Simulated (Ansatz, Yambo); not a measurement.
Cost and result for the band gap of MgO

**What was measured.** The band gap of MgO (Fm-3m) is reported as 7.77 eV at 295 K (a printed reference work). The runs below try to reproduce it.

```cif
data_structure
_symmetry_space_group_name_H-M 'Fm-3m'
_symmetry_Int_Tables_number 225
_cell_length_a 4.1940
_cell_length_b 4.1940
_cell_length_c 4.1940
_cell_angle_alpha 90.000
_cell_angle_beta 90.000
_cell_angle_gamma 90.000
_cell_volume 73.77
loop_
_atom_site_label
_atom_site_type_symbol
_atom_site_symmetry_multiplicity
_atom_site_Wyckoff_symbol
_atom_site_fract_x
_atom_site_fract_y
_atom_site_fract_z
_atom_site_occupancy
Mg1 Mg 4 a 0.00000 0.00000 0.00000 1
O1 O 4 b 0.50000 0.00000 0.00000 1
```

| rung | level | program and potentials | cutoff (eV) | k mesh | task | core time | chip | band gap (eV) | miss (eV) | notes |
| --- | --- | --- | --- | --- | --- | --- | --- | --- | --- | --- |
| GGA | PBE | Ansatz, Ansatz PAW | 420 | 6 × 6 × 6 | band structure | 1.1 s | Intel Xeon | 4.87 | -2.90 | - |
| GGA | BLYP | Ansatz, Ansatz PAW | 420 | 6 × 6 × 6 | band structure | 1.1 s | Intel Xeon | 5.15 | -2.62 | potentials made for PBE, which Ansatz adapts in part |
| GGA | PBEsol | Ansatz, Ansatz PAW | 420 | 6 × 6 × 6 | band structure | 1.1 s | Intel Xeon | 4.76 | -3.01 | potentials made for PBE, which Ansatz adapts in part |
| GGA | RPBE | Ansatz, Ansatz PAW | 420 | 6 × 6 × 6 | band structure | 1.2 s | Intel Xeon | 4.98 | -2.79 | potentials made for PBE, which Ansatz adapts in part |
| GGA | revPBE | Ansatz, Ansatz PAW | 420 | 6 × 6 × 6 | band structure | 1.5 s | Intel Xeon | 4.96 | -2.81 | potentials made for PBE, which Ansatz adapts in part |
| LDA | LDA | Ansatz, Ansatz PAW | 420 | 6 × 6 × 6 | band structure | 1.5 s | Intel Xeon | 4.78 | -2.99 | potentials made for PBE, which Ansatz adapts in part |
| meta-GGA | r2SCAN | Ansatz, Ansatz PAW | 500 | 6 × 6 × 6 | band structure | 2 s | Intel Xeon | 5.76 | -2.01 | potentials made for PBE, which Ansatz adapts in part |
| Hartree-Fock | Hartree-Fock on PBE | Yambo, PseudoDojo 0.4.1 SR PBE standard | 1143 | 4 × 4 × 4 | Hartree-Fock levels | 3.4 s | Intel Xeon 6975P-C Granite Rapids | 15.15 | +7.38 | coarse mesh |

Times are single runs on shared hosts and different chips, so they are rough; meshes, cutoffs and the tasks' sizes weigh on the time. All rows: no spin polarisation. Gaps are the least found on the k mesh or the band path, and a mesh can miss the band edges. Meshes differ between rows, which moves values too. All levels ran on this one cell, unrelaxed unless noted. Meshes are those of the run's cell of 2 atoms unless a note names another. Misses use the values as printed. Runs on faulty files, with rough fits or with known faults for this quantity aren't shown. No row holds spin-orbit coupling.

By rung: LDA 4.78; GGA 4.76 to 5.15; meta-GGA 5.76; Hartree-Fock on coarse meshes 15.15 (eV). Measured: 7.77 eV at 295 K (a printed reference work). Closest, coarse meshes and atomic bases left aside, is r2SCAN (-2.01 eV), and PBE misses by -2.90 eV on plain settings. LDA and GGA gaps fall short mostly because these functionals lack the derivative discontinuity; the runs are for a static lattice, while measurements hold temperature and zero-point motion.
